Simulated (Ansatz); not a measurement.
# FeO (P4_2/mmc) in Ansatz: notebook

The runs below take FeO through single point, phonons, with r2SCAN, PBEsol.

Program: Ansatz 0.2.0. These are calculated values, not measurements. Logs are shortened: lines on timing, memory, paths and dates and some standing lists are left out, and cuts for length are marked.

## Step 1: The crystal as given

It takes space group P4_2/mmc (No. 131, tetragonal). Conventional cell: a = 3.046 Å, b = 3.046 Å, c = 5.464 Å, α = 90.00°, β = 90.00°, γ = 90.00°. Fe (site symmetry mmm) has 4 O at 2.05 Å as nearest neighbours. Around O (site symmetry -4m2) lie 4 Fe at 2.05 Å.

The cell comes from a database or a generator and needn't be the stable form of this composition.

## Step 2: Single point, r2SCAN, collinear spin, ferromagnetic start, 11.91 Å³/atom (volume scaled by 0.94)

Input file input.yaml:

```yaml
crystal:
  lattice:
    - [2.983713494, 0.0, 0.0]
    - [0.0, 2.983713494, 0.0]
    - [0.0, 0.0, 5.3526656873]
  atoms:
    - { symbol: Fe, position: [0.5, 0.0, 0.5], spin: 3.0 }
    - { symbol: Fe, position: [0.0, 0.5, 0.0], spin: 3.0 }
    - { symbol: O, position: [0.5, 0.5, 0.25] }
    - { symbol: O, position: [0.5, 0.5, 0.75] }
hamiltonian:
  xc: r2scan
  pseudopotentials: { kind: paw }
magnetization:
  spin_polarized: true
kpoints:
  mp_grid: { grid: [9, 9, 5] }
scf:
  occupations: { method: fermi_dirac, width: 0.05 }
output:
  forces: true
  stress: true
  eigenvalues: true
```

Potentials or basis: Ansatz PAW.

Run with:

```
> ansatz run input.yaml --threads 2 --pin off --max-ram 5632MiB --backend cpu --events-out ev --progress --plain --runs-dir out
```

The log of the run:

```text
Warning: RAYON_NUM_THREADS=2 ignored (pool sized by the plan → 2); use --threads N
Engine: ansatz 0.2.0, x86_64-unknown-linux-gnu
Pseudopotentials: kind: paw
Pseudopotential: Fe, paw, valence charge 16, recommended cutoff 500 eV (meta_gga), Fe.paw.azcp
Pseudopotential: O, paw, valence charge 6, recommended cutoff 500 eV (meta_gga), O.paw.azcp
Functional definition: r2SCAN
  parameter k0 = 0.174
  parameter k1 = 0.065
  parameter a1 = 4.9479
  exchange = r2scan_x(k0 = k0, k1 = k1, a1 = a1)
  correlation = r2scan_c
Crystal: 4 atoms, lattice volume = 47.652 Å³
Basis set: ecut = 500 eV, 1219 PW (Γ), exchange–correlation on 96×96×160 points (64 copies of the dense FFT grid, shifted against one another)
Bands: 30, of which v1, the nominal top of the filled ones, is band 22 counted from 1 (21 counted from 0)
Symmetry: 16 space group operations
Space group: P42/mmc (ITA 131), of the structure as read, at distance tolerance 3.6e-5 Å
Magnetic group: BNS 131.435 (UNI 1095), of the structure as read, at distance tolerance 3.6e-5 Å
k-points: 45 of 405
Non-local potential: Fe, projectors of the file, l = 0: 3, l = 1: 2, l = 2: 3, l = 3: 1
Non-local potential: O, projectors of the file, l = 0: 2, l = 1: 2, l = 2: 1
PAW form: soft (Blöchl's): semilocal exchange-correlation on the pseudo side does not see the compensation charge
PAW frozen core: Fe, regenerated for the run's functional (the file was generated under x = pbe(κ = 0.804, μ = 0.2195149727645171), c = pbe(β = 0.06672455060314922))
PAW frozen core: O, regenerated for the run's functional (the file was generated under x = pbe(κ = 0.804, μ = 0.2195149727645171), c = pbe(β = 0.06672455060314922))
PAW one-centre angular grid: Fe, 590 points (default); XC on 160 Gauss nodes
PAW one-centre angular grid: O, 302 points (default); XC on 160 Gauss nodes
Initial density: superposition of atomic densities (chi_scale 0.1, normalization cell, long waves kept (reshape's long-wave potential 0.00 eV rms))
Starting moments: Σ|m| = 6 μB on 2 of 4 sites
Initial wavefunctions: pseudopotential atomic-orbital guess
Functional: x = r2scan, c = r2scan; τ floored in thin density (d = 2e-4 eV/Å³)
[... 22 lines left out ...]
SCF 1 converged in 18 iterations: F = -10108.558246 eV  dr2 = 1.08e-8
WARN: an SCF from antiferromagnetic starting moments (-3.72, 3.72, 0.00, 0.00 Bohr magnetons, atom by atom) was not made, by what the run has read of turns of its moments that order reads lower: the deck asks for what bars it, or types moments that do (magnetization.spin_polarized, in the input reference, names some of the keys), or the run goes by scf.lower_state_search: light, the default, which as a rule tries one only behind a close that has lost an order of both signs, or on which an open d or half-filled 4f shell of a PAW file has lost a moment that was set nearer to Hund's than to what is left; or, under a Hubbard U, one that names an f shell that the input leaves bare beside given moments, or a larger moment for a shell of low spin that is given one. standard, with a start from the atoms, tries one behind each close (in a relaxation, ahead of its steps or at their end). To set out from that order, type those moments (crystal.atoms[].spin; where shells were raised to Hund's moment, beside crystal.symmetry.detect: false) under scf.lower_state_search: light. The bands of the close that named these starting moments, or of the one ahead of a search that led to it (under cold or Methfessel-Paxton smearing those of the Gaussian ahead of it) read a cost of -278.16 meV for the turn to them, carried on from a small turn (-278.16 by the pairs of d shells alone)
this state was not tested for a lower state beside it, because the mixer in use, unlike msr1, does not test its closes by its own steps (another_mixer; see scf.mixing.algorithm and scf.lower_state_search)
SCF converged after 18 iterations
Magnetization: 7.9999 μB (26.0000 up, 18.0000 down)
Absolute magnetization: 8.2228 μB (∫|ρ↑−ρ↓|, with the PAW one-centre terms)
Spin contamination: 0.0953 ħ² per cell (⟨S²⟩ above its minimum at these occupations)
Per-site moments (μB) at R_I (Å): [(3.465787559397032, 0.8266818967158632), (3.4657875593970333, 0.8266818967158632), (0.28156576044793874, 0.8266818967158632), (0.28156576044793885, 0.8266818967158632)]
Free energy (F): -10108.558246 eV
Harris-Foulkes:  -10108.558246 eV  (|F-HF|=1.99e-8)
Internal energy: -10108.544509 eV  (E = F + TS)
E sigma→0 (E₀):  -10108.551378 eV
Entropy (-TS):   -0.013738 eV (-3.434 meV/atom)
Fermi energy:    11.767411 eV
--- Per-component energies (eV) ---
  E_band       = -727.410166
  E_kinetic    = 1028.793421
  E_local      = -5961.784385  (includes V_loc(G=0)·N_el)
  E_nonlocal   = 559.352373
  E_hartree    = 2435.065076
  E_xc         = -365.938548
  E_vxc        = -535.718002  (∫ρ·V_xc dr)
  E_paw        = -3084.276229  (= ΣΔE_a)
  E_vpaw       = -724.734847  (= ΣTr[D̂ρ^β])
  E_aug_tail   = 0.002246  (compensation charges beyond the density's cutoff)
  E_vtau       = 36.542786  (kinetic-family band-sum trace: ∫τ·v_τ [+ j·A + Jᵃ·Aᵃ] dr)
  E_ewald      = -4719.115631
  E_core_change = -0.642832  (= ΣΔE_core)
  E_smearing   = -0.013738  (= −TS)
  E_closure    = -0.000000  (closes the sum)
  Σ components = -10108.558246   (vs F -10108.558246, Δ=0.00e0)
--- Forces (eV/Å), atoms counted from 1 ---
  atom   1  Fe     0.00000000     0.00000000     0.00000000
  atom   2  Fe     0.00000000     0.00000000     0.00000000
  atom   3  O      0.00000000     0.00000000     0.00000000
  atom   4  O      0.00000000     0.00000000     0.00000000
  max |Σ_I F_I| component: 7.65e-29 eV/Å
--- Stress (GPa, compression-positive) ---
       -1.025483       0.000000       0.000000
        0.000000      -1.025483       0.000000
        0.000000       0.000000      -2.698869
  P = ⅓ Tr σ = -1.5833 GPa (-15.833 kbar)
--- Band table (eV; the first three rows and the last of 90) ---
  k-point 0 ↑: bands = ["-82.8746", "-82.8733", "-47.7988", "-47.7988", "-47.6317", "-47.6136", "-47.2004", "-47.2004", "-10.0866", "-8.9838", "2.2876", "4.4078", "4.4078", "6.0948", "6.6479", "6.7576", "7.0009", "7.0496", "7.0496", "7.0913", "7.1332", "7.1332", "7.6920", "8.0294", "10.9945", "10.9945", "12.0720", "16.4122", "18.1072", "24.3860"]
  k-point 1 ↑: bands = ["-82.8745", "-82.8734", "-47.7988", "-47.7988", "-47.6300", "-47.6154", "-47.2004", "-47.2004", "-9.9948", "-9.1060", "2.6214", "4.4441", "4.4441", "5.8259", "6.4775", "6.4775", "6.5734", "6.6619", "7.0094", "7.0825", "7.6153", "7.8058", "7.8058", "7.9265", "10.8272", "10.8272", "12.5636", "15.6942", "19.1449", "24.4677"]
  k-point 2 ↑: bands = ["-82.8741", "-82.8738", "-47.7988", "-47.7988", "-47.6254", "-47.6199", "-47.2004", "-47.2004", "-9.7432", "-9.4057", "3.5270", "4.5118", "4.5118", "4.7517", "6.1050", "6.1050", "6.5986", "6.6676", "7.0320", "7.0599", "7.5856", "7.7131", "8.3933", "8.3933", "10.4964", "10.4964", "13.5741", "14.6458", "21.0369", "23.1875"]
  k-point 44 ↓: bands = ["-77.2236", "-77.2236", "-42.1454", "-42.1435", "-41.9381", "-41.9335", "-41.8914", "-41.8912", "-8.3690", "-8.2944", "5.3442", "5.4090", "5.7161", "5.9120", "6.1062", "6.3584", "11.0826", "11.3436", "12.0856", "12.1114", "12.4515", "12.4530", "12.8842", "12.9012", "14.0322", "14.4865", "14.9376", "15.9857", "22.9290", "23.0133"]
```

Wall time 31 s (2 threads of Intel Xeon at 2.50GHz (Skylake/Cascade Lake), shared host); peak memory 0.56 GiB.

What came out:

```yaml
Free_energy: -10108.5582 eV
Pressure: -1.6 GPa
Band_gap_on_the_k_mesh: none (metal or under the smearing width)
Net_moment: 8.00 μB per cell
Absolute_moment: 8.22 μB per cell
Site_moments: Fe +3.47; O +0.28 μB
```

Caveat: the magnetic or orbital state may not be the lowest; semilocal functionals often make such compounds metallic where correlation or magnetic order opens a gap, which also shifts bond lengths; only a ferromagnetic start was run, and an antiferromagnetic order may lie lower in energy; the PAW data sets come from PBE, with cores solved anew for the run's functional, which leaves a small shift of forces and pressure.

## Step 3: Single point, r2SCAN, collinear spin, ferromagnetic start, 12.17 Å³/atom (volume scaled by 0.96)

input.yaml: that of step 2 with these lines changed.

```diff
@@ -2,5 +2,5 @@
   lattice:
-    - [2.983713494, 0.0, 0.0]
-    - [0.0, 2.983713494, 0.0]
-    - [0.0, 0.0, 5.3526656873]
+    - [3.0047262532, 0.0, 0.0]
+    - [0.0, 3.0047262532, 0.0]
+    - [0.0, 0.0, 5.3903617581]
   atoms:
```

Potentials or basis: Ansatz PAW.

Run with:

```
> ansatz run input.yaml --threads 2 --pin off --max-ram 5632MiB --backend cpu --events-out ev --progress --plain --runs-dir out
```

Wall time 32 s (2 threads of Intel Xeon at 2.50GHz (Skylake/Cascade Lake), shared host); peak memory 0.56 GiB.

Results (log left out):

| Quantity | Value |
| --- | --- |
| Free energy | -10108.5384 eV |
| Pressure | -4.6 GPa |
| Band gap on the k mesh | none (metal or under the smearing width) |
| Net moment | 8.00 μB per cell |
| Absolute moment | 8.22 μB per cell |
| Site moments | Fe +3.48; O +0.28 μB |

Caveat: the magnetic or orbital state may not be the lowest; semilocal functionals often make such compounds metallic where correlation or magnetic order opens a gap, which also shifts bond lengths; only a ferromagnetic start was run, and an antiferromagnetic order may lie lower in energy; the PAW data sets come from PBE, with cores solved anew for the run's functional, which leaves a small shift of forces and pressure.

## Step 4: Single point, r2SCAN, collinear spin, ferromagnetic start, 12.42 Å³/atom (volume scaled by 0.98)

input.yaml: that of step 3 with these lines changed.

```diff
@@ -2,5 +2,5 @@
   lattice:
-    - [3.0047262532, 0.0, 0.0]
-    - [0.0, 3.0047262532, 0.0]
-    - [0.0, 0.0, 5.3903617581]
+    - [3.025449158, 0.0, 0.0]
+    - [0.0, 3.025449158, 0.0]
+    - [0.0, 0.0, 5.4275378416]
   atoms:
```

Run with:

```
> ansatz run input.yaml --threads 2 --pin off --max-ram 5632MiB --backend cpu --events-out ev --progress --plain --runs-dir out
```

It took 33 s on 2 threads of Intel Xeon at 2.50GHz (Skylake/Cascade Lake), shared host; peak memory 0.56 GiB.

It converged, with:

* Free energy: -10108.5003 eV
* Pressure: -7.3 GPa
* Band gap on the k mesh: none (metal or under the smearing width)
* Net moment: 8.00 μB per cell
* Absolute moment: 8.22 μB per cell
* Site moments: Fe +3.48; O +0.27 μB

Caveat: the magnetic or orbital state may not be the lowest; semilocal functionals often make such compounds metallic where correlation or magnetic order opens a gap, which also shifts bond lengths; only a ferromagnetic start was run, and an antiferromagnetic order may lie lower in energy; the PAW data sets come from PBE, with cores solved anew for the run's functional, which leaves a small shift of forces and pressure.

## Step 5: Single point, r2SCAN, collinear spin, ferromagnetic start, 12.67 Å³/atom

input.yaml: that of step 4 with these lines changed.

```diff
@@ -2,5 +2,5 @@
   lattice:
-    - [3.025449158, 0.0, 0.0]
-    - [0.0, 3.025449158, 0.0]
-    - [0.0, 0.0, 5.4275378416]
+    - [3.0458920022, 0.0, 0.0]
+    - [0.0, 3.0458920022, 0.0]
+    - [0.0, 0.0, 5.464211507]
   atoms:
@@ -23 +23,5 @@
   eigenvalues: true
+  write_density: true
+  write_potential: true
+  elf: true
+  volumetric_format: npy
```

Run with:

```
> ansatz run input.yaml --threads 2 --pin off --max-ram 5632MiB --backend cpu --events-out ev --progress --plain --runs-dir out
```

Wall time 37 s (2 threads of Intel Xeon at 2.50GHz (Skylake/Cascade Lake), shared host); peak memory 0.57 GiB.

It converged, with:

- Free energy: -10108.4463 eV
- Pressure: -9.7 GPa
- Band gap on the k mesh: none (metal or under the smearing width)
- Net moment: 8.00 μB per cell
- Absolute moment: 8.22 μB per cell
- Site moments: Fe +3.49; O +0.27 μB

Caveat: the magnetic or orbital state may not be the lowest; semilocal functionals often make such compounds metallic where correlation or magnetic order opens a gap, which also shifts bond lengths; only a ferromagnetic start was run, and an antiferromagnetic order may lie lower in energy; the PAW data sets come from PBE, with cores solved anew for the run's functional, which leaves a small shift of forces and pressure.

## Step 6: Single point, r2SCAN, collinear spin, ferromagnetic start, 12.93 Å³/atom (volume scaled by 1.02)

input.yaml: that of step 5 with these lines changed.

```diff
@@ -2,5 +2,5 @@
   lattice:
-    - [3.0458920022, 0.0, 0.0]
-    - [0.0, 3.0458920022, 0.0]
-    - [0.0, 0.0, 5.464211507]
+    - [3.0660640603, 0.0, 0.0]
+    - [0.0, 3.0660640603, 0.0]
+    - [0.0, 0.0, 5.5003993928]
   atoms:
@@ -23,5 +23 @@
   eigenvalues: true
-  write_density: true
-  write_potential: true
-  elf: true
-  volumetric_format: npy
```

Potentials or basis: Ansatz PAW.

Run with:

```
> ansatz run input.yaml --threads 2 --pin off --max-ram 5632MiB --backend cpu --events-out ev --progress --plain --runs-dir out
```

Run time: 36 s. Hardware: 2 threads of Intel Xeon at 2.50GHz (Skylake/Cascade Lake), shared host; peak memory 0.58 GiB.

Results (log left out):

- Free energy: -10108.3784 eV
- Pressure: -11.7 GPa
- Band gap on the k mesh: none (metal or under the smearing width)
- Net moment: 8.00 μB per cell
- Absolute moment: 8.22 μB per cell
- Site moments: Fe +3.50; O +0.27 μB

Caveat: the magnetic or orbital state may not be the lowest; semilocal functionals often make such compounds metallic where correlation or magnetic order opens a gap, which also shifts bond lengths; only a ferromagnetic start was run, and an antiferromagnetic order may lie lower in energy; the PAW data sets come from PBE, with cores solved anew for the run's functional, which leaves a small shift of forces and pressure.

(Part 1 of 2 ends here.)
